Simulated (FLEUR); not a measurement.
## Bi: band structure with PBEsol

The system is Bi.

```
Bi
1.0
     3.48860   -3.13258    0.00000
     3.48860    3.13258    0.00000
    -1.26023    0.00000    3.11355
Bi
2
Direct
  0.75306 0.75306 0.85738
  0.24694 0.24694 0.14262
```

This isn't the form of Bi at room conditions, which is rhombohedral.

| Property | Result |
| --- | --- |
| Program | FLEUR MaX-R8.1 (later development tree) |
| Task | band structure |
| Functional | PBEsol |
| Potentials or basis | all-electron |
| Basis | FLAPW |
| Kmax | 4.1 1/bohr |
| k mesh | 6 × 6 × 9 |
| Occupations | fermi-dirac, width 0.05 eV |
| Spin | no spin polarisation |
| Gmax | 12.7 1/bohr |
| Muffin-tin radii | Bi 2.66 bohr |
| lmax | Bi 10 |
| lnonsphr | Bi 10 |
| Local orbitals a species | Bi 5 |
| Max iterations | 60 |
| Mixing factor | 0.05 |
| Mixer | Anderson |
| Mixer history | 15 |
| Density convergence | 1e-05 me/bohr^3 |

* Band gap along the path: none (metal or under the smearing width)
* Valence electrons inside the program's atomic spheres: Bi 18.80 (radii Bi 2.66 bohr)

Levels at the corners of the path, in eV from the Fermi level:
| point | band 19 | band 20 | band 21 | band 22 | band 23 | band 24 |
| --- | --- | --- | --- | --- | --- | --- |
| Γ | -3.06 | -2.78 | 2.74 | 3.07 | 3.74 | 4.12 |
| Y | -3.24 | -2.63 | -2.12 | -0.64 | 1.75 | 1.75 |
| F | -3.24 | -2.33 | -1.94 | -1.31 | 1.45 | 2.41 |
| H | -2.79 | -1.89 | 0.60 | 1.04 | 2.14 | 3.35 |
| Z | -3.94 | -2.47 | -1.61 | 1.19 | 1.49 | 1.54 |
| I | -3.78 | -2.83 | -2.24 | -0.44 | 1.12 | 1.65 |
| F1 | -3.24 | -2.33 | -1.94 | -1.31 | 1.45 | 2.41 |
| H1 | -2.79 | -1.89 | 0.60 | 1.04 | 2.14 | 3.35 |
| Y1 | -3.24 | -2.63 | -2.12 | -0.64 | 1.75 | 1.75 |
| X | -4.93 | -4.91 | 3.15 | 3.89 | 5.19 | 5.55 |
| Γ | -3.06 | -2.78 | 2.74 | 3.07 | 3.74 | 4.12 |
| N | -4.27 | -3.08 | -1.79 | 0.90 | 2.00 | 2.15 |
| M | -1.14 | -0.97 | -0.73 | -0.67 | 3.41 | 4.55 |
| Γ | -3.06 | -2.78 | 2.74 | 3.07 | 3.74 | 4.12 |

Core levels (eV from the Fermi level):
| atom | levels |
| --- | --- |
| 1 Bi | 1s1/2 -90489.4, 2s1/2 -16241.1, 2p1/2 -15603.1, 2p3/2 -13284.1, 3s1/2 -3916.8, 3p1/2 -3628.9, 3p3/2 -3109.7, 4s1/2 -895.6, 3d3/2 -2638.4, 3d5/2 -2528.3, 4p1/2 -770.5, 4p3/2 -642.5, 5s1/2 -153.2, 4d3/2 -439.2, 4d5/2 -415.3, 4f5/2 -151.4, 4f7/2 -145.9 |
| 2 Bi | 1s1/2 -90489.4, 2s1/2 -16241.1, 2p1/2 -15603.1, 2p3/2 -13284.1, 3s1/2 -3916.8, 3p1/2 -3628.9, 3p3/2 -3109.7, 4s1/2 -895.6, 3d3/2 -2638.4, 3d5/2 -2528.3, 4p1/2 -770.5, 4p3/2 -642.5, 5s1/2 -153.2, 4d3/2 -439.2, 4d5/2 -415.3, 4f5/2 -151.4, 4f7/2 -145.9 |

Wall time 2.8 min on 1 thread of Arm Neoverse V2, with other jobs on the host, peak memory 0.1 GiB.

Caveat: spin-orbit coupling is left out, which moves the levels of the heavy elements.
